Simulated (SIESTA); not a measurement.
Crystal: ZnAu.

```
CELL_PARAMETERS angstrom
3.14700 0.00000 0.00000
0.00000 3.14700 0.00000
0.00000 0.00000 3.14700
ATOMIC_POSITIONS crystal
Au 0.00000 0.00000 0.00000
Zn 0.50000 0.50000 0.50000
```

```yaml
Program: SIESTA 5.4.2
Task: single point
Functional: PBE
Potentials_or_basis: PseudoDojo 0.4 standard (PBE files)
Basis: DZP (energy shift 0.002 Ry)
Grid_cutoff: 800 Ry
Energy_shift: 0.002 Ry
k_mesh: 8 × 8 × 8
Occupations: fermi-dirac, width 0.05 eV
Spin: no spin polarisation
```

On this cell: pressure 3.8 GPa; largest force zero by symmetry; band gap on the k mesh none (metal or under the smearing width).

The same run follows on a disturbed copy (atoms moved at random, drawn with an rms of 0.05 Å):

```
Au Zn
1.0
     3.14700    0.00000    0.00000
     0.00000    3.14700    0.00000
     0.00000    0.00000    3.14700
Au Zn
1 1
Direct
  0.00445 0.99697 0.98940
  0.48516 0.51545 0.50244
```

Problem. What changes?

Solution. The energy (extrapolated to zero smearing) moves by +10.9 meV/atom; pressure 4.6 GPa; largest force 0.473 eV/Å; band gap on the k mesh none (metal or under the smearing width).

Forces on the atoms (eV/Å):
```
Au  -0.307  0.294  0.208
Zn   0.307 -0.294 -0.208
```

Stress tensor (GPa, compression positive):
```
 4.52 -0.37 -0.29
-0.37  4.55  0.26
-0.29  0.26  4.66
```

Caveats: semicore shells carry a single zeta, which can move pressures by several GPa and volumes by a few percent; the valence orbitals were made in a potential fitted to the semicore shell under them, which widens gaps by tenths of an eV or more; the basis of atomic orbitals isn't converged, which shifts pressures, moduli and gaps.
